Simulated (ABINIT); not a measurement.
Runs of ABINIT 10.8.3 (patched build) on Al. Symmetry: Fm-3m, No. 225, cubic system. Conventional cell: a = 4.050 Å, b = 4.050 Å, c = 4.050 Å, α = 90.00°, β = 90.00°, γ = 90.00°. Al (site symmetry m-3m) has 12 Al at 2.86 Å as nearest neighbours. 

| task | level | potentials or basis | cutoff (eV) | fine-grid cutoff | V0 of scaled cells (Å³/atom) | B0 (GPa) |
| --- | --- | --- | --- | --- | --- | --- |
| equation of state | WC | JTH PAW PBE v2.0 | 490 | 979.61 eV | 16.31 | 81 |
| equation of state | LDA | JTH PAW PBE v2.0 | 490 | 979.61 eV | 16.02 | 84 |
| equation of state | r2SCAN | JTH PAW PBE v2.0 | 490 | 979.61 eV | 16.05 | 89 |
| equation of state | BLYP | JTH PAW PBE v2.0 | 490 | 979.61 eV | 17.46 | 58 |
| equation of state | AM05 | JTH PAW PBE v2.0 | 490 | 979.61 eV | 16.13 | (a) |
| equation of state | SCAN | JTH PAW PBE v2.0 | 490 | 979.61 eV | 16.27 | 77 |
| equation of state | revPBE | JTH PAW PBE v2.0 | 490 | 979.61 eV | 16.67 | 78 |
| equation of state | PBEsol | PseudoDojo NC SR PBEsol v0.4.1 standard | 544 | - | 16.18 | 84 |
| equation of state | PBEsol | JTH PAW PBE v2.0 | 490 | 979.61 eV | 16.26 | (b) |
| equation of state | PW91 | JTH PAW PBE v2.0 | 490 | 979.61 eV | 16.60 | 76 |
| equation of state | RPBE | JTH PAW PBE v2.0 | 490 | 979.61 eV | 16.73 | 78 |

Alike in all rows: no spin polarisation; cell as given; k mesh 11 × 11 × 11; smearing fermi-dirac 0.05 eV.

**Question.** Estimate the missing entries.

**Answer.** (a) 87; (b) 83.

Caveats: pressures at fixed basis lie under the slope of the energies; the PAW data sets were made with another functional, which shifts forces and pressure a little (some runs).

Runs at the PBE level aren't shown here.
